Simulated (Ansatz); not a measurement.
Cell and atoms are relaxed with the symmetry kept. Start:

```cif
data_structure
_symmetry_space_group_name_H-M 'Pm-3m'
_symmetry_Int_Tables_number 221
_cell_length_a 3.9800
_cell_length_b 3.9800
_cell_length_c 3.9800
_cell_angle_alpha 90.000
_cell_angle_beta 90.000
_cell_angle_gamma 90.000
_cell_volume 63.04
loop_
_atom_site_label
_atom_site_type_symbol
_atom_site_symmetry_multiplicity
_atom_site_Wyckoff_symbol
_atom_site_fract_x
_atom_site_fract_y
_atom_site_fract_z
_atom_site_occupancy
Tl1 Tl 1 a 0.00000 0.00000 0.00000 1
Br1 Br 1 b 0.50000 0.50000 0.50000 1
```

All numbers below come from DFT PBE+D3(BJ), scalar-relativistic, plane waves, PAW (Ansatz 0.2.0).

Settings: cutoff 420 eV, Γ-centred mesh 8×8×8 on the computed 2-atom cell, Gaussian smearing of 0.02 eV; no spin polarisation.

Q: What does it relax to?

A: The volume is unchanged to within 0.01 Å³/atom to 31.52 Å³/atom, and the energy changes by under 0.1 meV/atom. Final structure:
```cif
data_structure
_symmetry_space_group_name_H-M 'P 1'
_symmetry_Int_Tables_number 1
_cell_length_a 3.9800
_cell_length_b 3.9800
_cell_length_c 3.9800
_cell_angle_alpha 90.000
_cell_angle_beta 90.000
_cell_angle_gamma 90.000
_cell_volume 63.04
loop_
_atom_site_label
_atom_site_type_symbol
_atom_site_fract_x
_atom_site_fract_y
_atom_site_fract_z
_atom_site_occupancy
Tl1 Tl 0.00000 0.00000 0.00000 1
Br1 Br 0.50000 0.50000 0.50000 1
```

Spin–orbit coupling is left out, which can shift energies with elements as heavy as these. An atom lies near a switch of its D3 coefficient C6 between reference coordination numbers, so the dispersion energy changes steeply there and can make or shift the minimum.

Cost: 1 run of about 0.04 core-minutes, on Intel Xeon 6975P-C (Granite Rapids) (shared hosts).